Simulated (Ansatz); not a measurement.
CsCl (CsCl type), relaxed and computed with several functionals in Ansatz (plane waves, PAW). Much of their spread follows the volume that each gives.

| functional | V (Å³/atom) | B₀ by P(V) fit (GPa) |
|---|---|---|
| HSE06 | 36.39 | 15.5 |
| LDA | 31.27 | ? |
| r²SCAN | 35.48 | 18.3 |
| PBE | 37.20 | 14.4 |
| PBEsol | 33.67 | 18.5 |

Fit a straight line to ln B₀ against ln V and predict the withheld value.

Least squares on the 4 shown rows: ln B₀ = -2.56 × ln V + (11.958), with a scatter of 5.1 %. For LDA this gives 23.2. The run itself gave 24.8, a miss of 6.5 % of that.

All cells were relaxed under the symmetry of their starts (and spin orders); stability against distortions was not tested throughout. Scalar-relativistic: spin–orbit coupling is off unless named, which matters more the heavier the elements.

Potentials: the earlier of the program's two PAW sets. The files were generated under PBE; for other functionals the program regenerates the frozen cores, and for LDA and PBEsol the local potential too.

Ansatz (a quantum-chemistry and plane-wave program) is a plane-wave DFT program.
